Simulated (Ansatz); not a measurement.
Run on SnTe (rocksalt type): DFT, PBE, all-electron LAPW, scalar-relativistic (Ansatz 0.2.0). This run: rocksalt relaxed under pressure.

The cell comes from a relaxation on PAW files under the same functional, begun from a prototype that needn't be the stable phase.

Command: `ansatz run input.yaml --threads 1 --pin off --max-ram 3584MiB --backend cpu --events-out ev --progress --plain --runs-dir out` It took 28 s on 1 thread of Intel(R) Xeon(R) 6975P-C (Granite Rapids), with other jobs on the host, peak memory 0.58 GiB.

```yaml
crystal:
  lattice:
    - [0.0, 2.8425374087, 2.8425374087]
    - [2.8425374087, 0.0, 2.8425374087]
    - [2.8425374087, 2.8425374087, 0.0]
  atoms:
    - { symbol: Sn, position: [0.0, 0.0, 0.0] }
    - { symbol: Te, position: [0.5, 0.5, 0.5] }
kpoints:
  mp_grid: { grid: [13, 13, 13] }
scf:
  occupations: { method: fermi_dirac, width: 0.05 }
hamiltonian:
  xc: pbe
  pseudopotentials: { kind: all_electron, lapw: { basis_error: 0.0005 } }
output:
  forces: true
  stress: true
  eigenvalues: true
relax:
  f_tol: 0.005
  max_steps: 12
  cell: { p_target: 32.0, stress_tol: 0.03 }
```

Output:

```
The last accepted step is kept in <dir> (removed where the run ends without a failure and the disk answers)
LAPW: plane waves up to 8.628 Å⁻¹, error target 5.0e-4 eV per atom; small_component_spin mean_spin; Sn in spheres of 1.385 Å, 22 of its electrons in bands, Dirac shells []; Te in spheres of 1.372 Å, 24 of its electrons in bands, Dirac shells [] (how accurate: hamiltonian.pseudopotentials.lapw.basis_error, Limitations)
Engine: ansatz 0.2.0
Pseudopotentials: kind: all_electron
Pseudopotential: Sn, LAPW, valence charge 22, lapw/all_electron/scalar/gaussian/Sn, Koelling and Harmon's equation, gaussian nucleus
Pseudopotential: Te, LAPW, valence charge 24, lapw/all_electron/scalar/gaussian/Te, Koelling and Harmon's equation, gaussian nucleus
Functional definition: PBE
  parameter kappa = 0.804
  parameter beta = 0.06672455060314922
  exchange = pbe_x(kappa = kappa, mu = beta*pi^2/3)
  correlation = pbe_c(beta = beta)
Crystal: 2 atoms, lattice volume = 45.936 Å³
Basis set: ecut = 283.65620159981785 eV, 531 PW (Γ), exchange–correlation at level 2
Bands: 28, of which v1, the nominal top of the filled ones, is band 23 counted from 1 (22 counted from 0)
Symmetry: 48 space group operations
Space group: Fm-3m (ITA 225), of the structure as read, at distance tolerance 3.6e-5 Å
k-points: 84 of 2197
Non-local potential: Sn, projectors of the file, none
Non-local potential: Te, projectors of the file, none
Initial density: superposition of atomic densities (chi_scale 0.1, normalization cell, long waves kept (reshape's long-wave potential 0.00 eV rms))
Initial wavefunctions: plane waves of lowest kinetic energy (no species holds an atomic orbital)
Functional: x = pbe(κ = 0.804, μ = 0.2195149727645171), c = pbe(β = 0.06672455060314922)
iter 1 solved again at ethr=2.10e-4 eV; its pass at ethr=1.00e-1 eV (dr2=9.67e-2 eV) is discarded
SCF iter   1: F=—  HF=-352972.943650 eV  |F-HF|=—  |Δ(HF+E_count)|=         —  Δρ=1.41e-2  dr2=9.78e-2  ethr=2.10e-4  ⟨swp⟩=3.0  Hψ=15594  notcnv=0
preconditioner: auto → Kerker (q_TF=auto, 2.729 Å⁻¹)  [metal: Δε(μ)=0.055 eV  Ē_g=18.840 eV  σ=0.050 eV  W_gap=0.26  n_scr=14 (ndim 8)  ℏωp=24.5 eV  f_vac=0.000  D(μ)=0.55/eV (n_scr^D=0)]
SCF iter   2: F=—  HF=-352972.939367 eV  |F-HF|=—  |Δ(HF+E_count)|=   4.28e-3  Δρ=1.01e-2  dr2=5.63e-2  ethr=2.10e-4  ⟨swp⟩=2.0  Hψ=6703  notcnv=0
SCF iter   3: F=—  HF=-352972.939148 eV  |F-HF|=—  |Δ(HF+E_count)|=   2.19e-4  Δρ=3.37e-3  dr2=8.25e-3  ethr=1.22e-4  ⟨swp⟩=2.0  Hψ=6711  notcnv=0
SCF iter   4: F=—  HF=-352972.937587 eV  |F-HF|=—  |Δ(HF+E_count)|=   1.56e-3  Δρ=1.45e-3  dr2=1.57e-3  ethr=1.79e-5  ⟨swp⟩=2.0  Hψ=6708  notcnv=0
iter 5 solved again at ethr=3.33e-7 eV; its pass at ethr=3.42e-6 eV (dr2=1.53e-4 eV) is discarded
SCF iter   5: F=—  HF=-352972.937821 eV  |F-HF|=—  |Δ(HF+E_count)|=   2.33e-4  Δρ=5.07e-4  dr2=1.53e-4  ethr=3.33e-7  ⟨swp⟩=2.0  Hψ=11546  notcnv=0
SCF iter   6: F=—  HF=-352972.937811 eV  |F-HF|=—  |Δ(HF+E_count)|=   9.59e-6  Δρ=3.26e-4  dr2=5.13e-5  ethr=3.33e-7  ⟨swp⟩=2.1  Hψ=6711  notcnv=0
SCF iter   7: F=—  HF=-352972.937844 eV  |F-HF|=—  |Δ(HF+E_count)|=   3.25e-5  Δρ=9.06e-5  dr2=4.53e-6  ethr=1.11e-7  ⟨swp⟩=3.0  Hψ=7040  notcnv=0
SCF iter   8: F=—  HF=-352972.937845 eV  |F-HF|=—  |Δ(HF+E_count)|=   1.22e-6  Δρ=2.20e-5  dr2=4.22e-7  ethr=9.85e-9  ⟨swp⟩=3.0  Hψ=7120  notcnv=0
SCF iter   9: F=-352972.937845 eV  HF=-352972.937845 eV  |F-HF|=9.08e-9  |Δ(HF+E_count)|=   8.20e-8  Δρ=7.14e-6  dr2=3.96e-8  ethr=9.18e-10  ⟨swp⟩=2.0  Hψ=6699  notcnv=0
SCF 1 converged in 9 iterations: F = -352972.937845 eV  dr2 = 3.96e-8
relax step   1: F+E_penalty+E_count = -352972.93784488 eV  Δ(F+E_penalty+E_count) = +0.000e0 eV  max|allowed force component| = 2.958e-31 eV/Å  Δτ_max = 0.0000 Å  P = +31.986 GPa  Ω = 45.936 Å³  (9 SCF iters, accepted)
Initial density: handed on by an earlier stage of this run
Initial wavefunctions: those handed on with the density
iter 1 solved again at ethr=4.89e-11 eV; its pass at ethr=1.00e-1 eV (dr2=2.25e-8 eV) is discarded
SCF iter   1: F=—  HF=-352972.937845 eV  |F-HF|=—  |Δ(HF+E_count)|=         —  Δρ=5.89e-6  dr2=2.26e-8  ethr=4.89e-11  ⟨swp⟩=5.9  Hψ=11811  notcnv=0
preconditioner: auto → Kerker (q_TF=auto, 2.729 Å⁻¹)  [metal: Δε(μ)=0.074 eV  Ē_g=18.937 eV  σ=0.050 eV  W_gap=0.33  n_scr=14 (ndim 8)  ℏωp=24.5 eV  f_vac=0.012  D(μ)=0.54/eV (n_scr^D=0)]
SCF iter   2: F=-352972.937845 eV  HF=-352972.937845 eV  |F-HF|=1.80e-9  |Δ(HF+E_count)|=   4.02e-9  Δρ=3.92e-6  dr2=1.04e-8  ethr=4.89e-11  ⟨swp⟩=2.0  Hψ=6699  notcnv=0
SCF 2 converged in 2 iterations: F = -352972.937845 eV  dr2 = 1.04e-8
relax step   2: F+E_penalty+E_count = -352972.93784489 eV  Δ(F+E_penalty+E_count) = -5.821e-9 eV  max|allowed force component| = 3.780e-31 eV/Å  Δτ_max = 0.0000 Å  P = +31.986 GPa  Ω = 45.936 Å³  stress off target by 1.37e-2 GPa  SCF on the basis re-selected at this cell (its energy is not comparable with the rows above)  (2 SCF iters)
basis re-selected at this cell: Δ(F+E_penalty+E_count) = -5.821e-9 eV, ΔP = +0.000 GPa vs the last step (what re-selecting the basis moved, after the strain that the cell walked since its last selection, with what the two solves' SCF thresholds leave and, on support functions, any second-order correction that the steps lacked; it is no measure of the basis error at this ecutwfc). This SCF's stress stands 1.37e-2 GPa from its target on what of the cell is left free (relax.cell.stress_tol is 3.00e-2 GPa) and its largest allowed force component is 3.78e-31 eV/Å (relax.f_tol is 5.00e-3 eV/Å): within both
SCF converged after 2 iterations
Free energy (F): -352972.937845 eV
Harris-Foulkes:  -352972.937845 eV  (|F-HF|=1.80e-9)
Internal energy: -352972.933374 eV  (E = F + TS)
E sigma→0 (E₀):  -352972.935609 eV
Entropy (-TS):   -0.004471 eV (-2.235 meV/atom)
Fermi energy:    18.378917 eV
--- Per-component energies (eV) ---
  E_band       = -1588.169066
  E_kinetic    = 372064.463974
  E_xc         = -9294.410598
  E_electrostatic = -715742.986749  (all electrons and nuclei)
  E_smearing   = -0.004471  (= −TS)
  E_closure    = 0.000000  (closes the sum)
  E_atoms      = -352966.846133  (free atoms, spherical and without spin; not in F)
  Σ components = -352972.937845   (vs F -352972.937845, Δ=0.00e0)
  Basis errors (estimates in eV, not in F): energy 1.8e-4 per atom: plane waves 1.6e-4 (8.9e-5 summed), levels above the bands 1.7e-39, relativity 1.8e-8, radial functions 1.5e-5, core shells 6.1e-8; eigenvalues (radial functions only) 6.5e-7; not estimated: angular momenta, meshes, grids; target (lapw.basis_error) 5.0e-4; muffin-tin radii Sn 1.385 Å, Te 1.372 Å
--- Forces (eV/Å), atoms counted from 1 ---
  atom   1  Sn    -0.00000000     0.00000000     0.00000000
  atom   2  Te    -0.00000000    -0.00000000     0.00000000
  max |Σ_I F_I| component: 1.51e-30 eV/Å
--- Stress (GPa, compression-positive) ---
       31.986311       0.000000      -0.000000
        0.000000      31.986311       0.000000
       -0.000000       0.000000      31.986311
  P = ⅓ Tr σ = 31.9863 GPa (319.863 kbar)
--- Band table (eV; the first three rows and the last of 84) ---
  k-point 0: bands = ["-142.3167", "-111.8037", "-92.3656", "-92.3656", "-92.3656", "-67.6014", "-67.6014", "-67.6014", "-19.7474", "-19.7474", "-19.7329", "-19.7329", "-19.7329", "-3.9309", "-3.9309", "-3.9037", "-3.9037", "-3.9037", "2.7987", "15.3157", "15.3157", "15.3157", "15.3371", "22.3421", "22.3421", "22.3421", "22.5374", "22.5374"]
  k-point 1: bands = ["-142.3167", "-111.8037", "-92.3656", "-92.3656", "-92.3656", "-67.6015", "-67.6014", "-67.6014", "-19.7473", "-19.7473", "-19.7328", "-19.7327", "-19.7327", "-3.9324", "-3.9324", "-3.9036", "-3.9026", "-3.9026", "2.8740", "13.9533", "15.3241", "15.3241", "16.5452", "21.8179", "21.8390", "21.8390", "22.5575", "22.7272"]
  k-point 2: bands = ["-142.3167", "-111.8037", "-92.3656", "-92.3656", "-92.3656", "-67.6015", "-67.6015", "-67.6015", "-19.7470", "-19.7470", "-19.7326", "-19.7322", "-19.7322", "-3.9370", "-3.9370", "-3.9035", "-3.8992", "-3.8992", "3.0978", "12.5328", "15.3551", "15.3551", "17.4619", "20.9249", "20.9249", "21.1397", "22.5577", "23.1720"]
  k-point 83: bands = ["-142.3167", "-111.8037", "-92.3656", "-92.3656", "-92.3656", "-67.6015", "-67.6015", "-67.6015", "-19.7479", "-19.7448", "-19.7312", "-19.7303", "-19.7271", "-3.9974", "-3.9402", "-3.8971", "-3.8904", "-3.8654", "5.8847", "9.5404", "11.4119", "11.4927", "17.5471", "19.3582", "22.2544", "23.2311", "26.0712", "26.2118"]
--- Relaxed structure (1 steps of the walk, 1 accepted, 1 SCFs on fresh bases) ---
  F+E_penalty+E_count = -352972.93784489 eV   max|allowed force component| = 3.780e-31 eV/Å   (the final SCF, on the basis selected at the relaxed cell)
  cell:  # Å, volume = 45.9355 Å³
    - [0.0, 2.8425374087, 2.8425374087]
    - [2.8425374087, 0.0, 2.8425374087]
    - [2.8425374087, 2.8425374087, 0.0]
  atoms:
    - { symbol: Sn, position: [0.0, 0.0, 0.0] }
    - { symbol: Te, position: [0.5, 0.5, 0.5] }
```

Next run (CsCl relaxed under pressure), as changes to the input before:

```diff
   lattice:
-    - [0.0, 2.8425374087, 2.8425374087]
-    - [2.8425374087, 0.0, 2.8425374087]
-    - [2.8425374087, 2.8425374087, 0.0]
+    - [3.4691737472, 0.0, 0.0]
+    - [0.0, 3.4691737472, 0.0]
+    - [0.0, 0.0, 3.4691737472]
   atoms:
```

Results part of the output:

```
basis re-selected at this cell: Δ(F+E_penalty+E_count) = -2.794e-8 eV, ΔP = +0.000 GPa vs the last step (what re-selecting the basis moved, after the strain that the cell walked since its last selection, with what the two solves' SCF thresholds leave and, on support functions, any second-order correction that the steps lacked; it is no measure of the basis error at this ecutwfc). This SCF's stress stands 3.90e-4 GPa from its target on what of the cell is left free (relax.cell.stress_tol is 3.00e-2 GPa) and its largest allowed force component is 1.06e-29 eV/Å (relax.f_tol is 5.00e-3 eV/Å): within both
SCF converged after 2 iterations
Free energy (F): -352972.689774 eV
Harris-Foulkes:  -352972.689774 eV  (|F-HF|=1.08e-8)
Internal energy: -352972.682056 eV  (E = F + TS)
E sigma→0 (E₀):  -352972.685915 eV
Entropy (-TS):   -0.007718 eV (-3.859 meV/atom)
Fermi energy:    19.909223 eV
--- Per-component energies (eV) ---
  E_band       = -1492.208152
  E_kinetic    = 372061.501500
  E_xc         = -9294.577805
  E_electrostatic = -715739.605751  (all electrons and nuclei)
  E_smearing   = -0.007718  (= −TS)
  E_closure    = 0.000000  (closes the sum)
  E_atoms      = -352966.846133  (free atoms, spherical and without spin; not in F)
  Σ components = -352972.689774   (vs F -352972.689774, Δ=0.00e0)
  Basis errors (estimates in eV, not in F): energy 1.4e-4 per atom: plane waves 1.3e-4 (7.0e-5 summed), levels above the bands 2.5e-71, relativity 6.3e-9, radial functions 5.1e-6, core shells 1.0e-8; eigenvalues (radial functions only) 1.3e-5; not estimated: angular momenta, meshes, grids; target (lapw.basis_error) 5.0e-4; muffin-tin radii Sn 1.467 Å, Te 1.447 Å
--- Forces (eV/Å), atoms counted from 1 ---
  atom   1  Sn     0.00000000    -0.00000000     0.00000000
  atom   2  Te    -0.00000000    -0.00000000    -0.00000000
  max |Σ_I F_I| component: 2.08e-29 eV/Å
--- Stress (GPa, compression-positive) ---
       31.999610       0.000000       0.000000
        0.000000      31.999610       0.000000
        0.000000       0.000000      31.999610
  P = ⅓ Tr σ = 31.9996 GPa (319.996 kbar)
--- Band table (eV; the first three rows and the last of 84) ---
  k-point 0: bands = ["-140.1104", "-109.8842", "-90.1593", "-90.1593", "-90.1593", "-65.6789", "-65.6789", "-65.6789", "-17.5453", "-17.5453", "-17.5220", "-17.5220", "-17.5220", "-2.0491", "-2.0491", "-1.9282", "-1.9282", "-1.9282", "4.4569", "15.9453", "17.0666", "17.0666", "17.0666", "22.5082", "22.5082", "27.9670", "27.9670", "27.9670"]
  k-point 1: bands = ["-140.1104", "-109.8842", "-90.1593", "-90.1593", "-90.1593", "-65.6790", "-65.6789", "-65.6789", "-17.5452", "-17.5438", "-17.5224", "-17.5224", "-17.5220", "-2.0487", "-2.0426", "-1.9310", "-1.9310", "-1.9282", "4.5288", "15.1591", "17.1495", "17.1495", "17.5292", "22.5643", "23.0181", "27.5261", "27.5773", "27.5773"]
  k-point 2: bands = ["-140.1104", "-109.8842", "-90.1593", "-90.1593", "-90.1593", "-65.6791", "-65.6789", "-65.6789", "-17.5451", "-17.5398", "-17.5234", "-17.5234", "-17.5218", "-2.0478", "-2.0248", "-1.9387", "-1.9387", "-1.9280", "4.7431", "13.8475", "17.3952", "17.3952", "18.0738", "22.7324", "24.2988", "26.5416", "26.5887", "26.5887"]
  k-point 83: bands = ["-140.1104", "-109.8841", "-90.1595", "-90.1595", "-90.1595", "-65.6798", "-65.6798", "-65.6798", "-17.5355", "-17.5354", "-17.5354", "-17.5064", "-17.5064", "-2.0295", "-2.0287", "-2.0287", "-1.8638", "-1.8638", "9.5212", "14.5259", "15.2512", "15.2512", "15.2964", "17.2759", "17.2759", "17.8619", "36.9592", "36.9592"]
--- Relaxed structure (1 steps of the walk, 1 accepted, 1 SCFs on fresh bases) ---
  F+E_penalty+E_count = -352972.68977372 eV   max|allowed force component| = 1.062e-29 eV/Å   (the final SCF, on the basis selected at the relaxed cell)
  cell:  # Å, volume = 41.7521 Å³
    - [3.4691737472, 0.0, 0.0]
    - [0.0, 3.4691737472, 0.0]
    - [0.0, 0.0, 3.4691737472]
  atoms:
    - { symbol: Sn, position: [0.0, 0.0, 0.0] }
    - { symbol: Te, position: [0.5000000000000001, 0.5000000000000001, 0.5000000000000001] }
```

Next run (zincblende relaxed under pressure), as changes to the input before:

```diff
   lattice:
-    - [3.4691737472, 0.0, 0.0]
-    - [0.0, 3.4691737472, 0.0]
-    - [0.0, 0.0, 3.4691737472]
+    - [0.0, 3.0433873167, 3.0433873167]
+    - [3.0433873167, 0.0, 3.0433873167]
+    - [3.0433873167, 3.0433873167, 0.0]
   atoms:
-    - { symbol: Te, position: [0.5, 0.5, 0.5] }
+    - { symbol: Te, position: [0.25, 0.25, 0.25] }
 kpoints:
-  mp_grid: { grid: [13, 13, 13] }
+  mp_grid: { grid: [12, 12, 12] }
 scf:
```

Results part of the output:

```
basis re-selected at this cell: Δ(F+E_penalty+E_count) = -5.821e-9 eV, ΔP = +0.000 GPa vs the last step (what re-selecting the basis moved, after the strain that the cell walked since its last selection, with what the two solves' SCF thresholds leave and, on support functions, any second-order correction that the steps lacked; it is no measure of the basis error at this ecutwfc). This SCF's stress stands 1.43e-2 GPa from its target on what of the cell is left free (relax.cell.stress_tol is 3.00e-2 GPa) and its largest allowed force component is 1.39e-17 eV/Å (relax.f_tol is 5.00e-3 eV/Å): within both
SCF converged after 2 iterations
Free energy (F): -352971.437557 eV
Harris-Foulkes:  -352971.437557 eV  (|F-HF|=1.25e-8)
Internal energy: -352971.429909 eV  (E = F + TS)
E sigma→0 (E₀):  -352971.433733 eV
Entropy (-TS):   -0.007648 eV (-3.824 meV/atom)
Fermi energy:    14.442506 eV
--- Per-component energies (eV) ---
  E_band       = -1777.622805
  E_kinetic    = 372069.854174
  E_xc         = -9293.619939
  E_electrostatic = -715747.664143  (all electrons and nuclei)
  E_smearing   = -0.007648  (= −TS)
  E_closure    = 0.000000  (closes the sum)
  E_atoms      = -352966.846133  (free atoms, spherical and without spin; not in F)
  Σ components = -352971.437557   (vs F -352971.437557, Δ=0.00e0)
  Basis errors (estimates in eV, not in F): energy 2.1e-4 per atom: plane waves 1.9e-4 (1.1e-4 summed), levels above the bands 4.7e-50, relativity 1.3e-8, radial functions 1.7e-5, core shells 6.1e-7; eigenvalues (radial functions only) 2.0e-7; not estimated: angular momenta, meshes, grids; target (lapw.basis_error) 5.0e-4; muffin-tin radii Sn 1.282 Å, Te 1.275 Å
--- Forces (eV/Å), atoms counted from 1 ---
  atom   1  Sn    -0.00000000    -0.00000000     0.00000000
  atom   2  Te    -0.00000000     0.00000000     0.00000000
  max |Σ_I F_I| component: 1.76e-16 eV/Å
--- Stress (GPa, compression-positive) ---
       31.985739      -0.000000      -0.000000
       -0.000000      31.985739       0.000000
       -0.000000       0.000000      31.985739
  P = ⅓ Tr σ = 31.9857 GPa (319.857 kbar)
--- Band table (eV; the first three rows and the last of 72) ---
  k-point 0: bands = ["-146.4885", "-115.9468", "-96.5406", "-96.5406", "-96.5406", "-71.7473", "-71.7473", "-71.7473", "-23.9364", "-23.9364", "-23.9364", "-23.9132", "-23.9132", "-8.1246", "-8.1246", "-8.1246", "-8.0389", "-8.0389", "-0.7705", "11.2148", "11.2148", "11.2148", "11.2459", "14.8176", "14.8176", "14.8176", "18.3160", "21.0295"]
  k-point 1: bands = ["-146.4885", "-115.9468", "-96.5406", "-96.5406", "-96.5406", "-71.7473", "-71.7473", "-71.7473", "-23.9364", "-23.9363", "-23.9363", "-23.9131", "-23.9131", "-8.1262", "-8.1234", "-8.1234", "-8.0390", "-8.0390", "-0.7016", "9.9172", "11.1121", "11.1121", "12.2295", "14.9670", "14.9670", "14.9709", "18.7060", "20.4882"]
  k-point 2: bands = ["-146.4885", "-115.9468", "-96.5406", "-96.5406", "-96.5406", "-71.7473", "-71.7473", "-71.7473", "-23.9364", "-23.9362", "-23.9362", "-23.9131", "-23.9131", "-8.1307", "-8.1203", "-8.1203", "-8.0393", "-8.0393", "-0.5002", "8.5492", "10.8669", "10.8669", "12.5874", "15.3138", "15.3138", "15.6658", "19.4853", "20.0053"]
  k-point 71: bands = ["-146.4885", "-115.9468", "-96.5406", "-96.5406", "-96.5406", "-71.7473", "-71.7473", "-71.7473", "-23.9362", "-23.9361", "-23.9348", "-23.9130", "-23.9121", "-8.1640", "-8.1013", "-8.0923", "-8.0460", "-8.0382", "1.4146", "4.7444", "8.2226", "8.3652", "15.4147", "16.0865", "16.3454", "17.1909", "21.6145", "22.5848"]
--- Relaxed structure (1 steps of the walk, 1 accepted, 1 SCFs on fresh bases) ---
  F+E_penalty+E_count = -352971.43755706 eV   max|allowed force component| = 1.388e-17 eV/Å   (the final SCF, on the basis selected at the relaxed cell)
  cell:  # Å, volume = 56.3770 Å³
    - [0.0, 3.0433873167, 3.0433873167]
    - [3.0433873167, 0.0, 3.0433873167]
    - [3.0433873167, 3.0433873167, 0.0]
  atoms:
    - { symbol: Sn, position: [0.0, 0.0, 0.0] }
    - { symbol: Te, position: [0.24999999999999997, 0.24999999999999997, 0.24999999999999997] }
```

Spin–orbit coupling is left out, which matters for the heavy atoms.
